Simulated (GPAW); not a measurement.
The system is PtS2.

```
CELL_PARAMETERS angstrom
3.54320 0.00000 0.00000
-1.77160 3.06850 0.00000
0.00000 0.00000 5.03880
ATOMIC_POSITIONS crystal
Pt 0.00000 0.00000 0.00000
S 0.66667 0.33333 0.77300
S 0.33333 0.66667 0.22700
```

Base run:

* Program: GPAW 26.7.0
* Functional: PBE
* Potentials or basis: GPAW PAW data sets (gpaw-data 1.2.1)
* Cutoff: 450 eV
* Basis: pw
* k mesh: 7 × 7 × 4
* Occupations: fermi-dirac, width 0.05 eV
* Spin: no spin polarisation

Its results: band gap on the k mesh 0.81 eV, indirect (least direct gap 0.98 eV); largest force 1.291 eV/Å.

Problem. The run is repeated on the same cell with these changes: functional from PBE to HSE06; k mesh from 7 × 7 × 4 to 6 × 6 × 4. What comes out?

Solution. Band gap on the k mesh 1.62 eV, indirect (least direct gap 2.19 eV); largest force 1.101 eV/Å.

Several settings changed at once, so the effect can't be laid on one alone.

Caveats: spin-orbit coupling is left out, which moves the levels of the heavy elements; the cutoff is short for stress and forces, so pressures can be off by a GPa or more (some runs); an odd mesh through Γ misses points on the zone boundary, where band edges often lie (some runs); exact exchange converges slowly with the k mesh, and this mesh is small (some runs); the PAW data sets were made with another functional, which shifts forces and pressure a little (some runs).
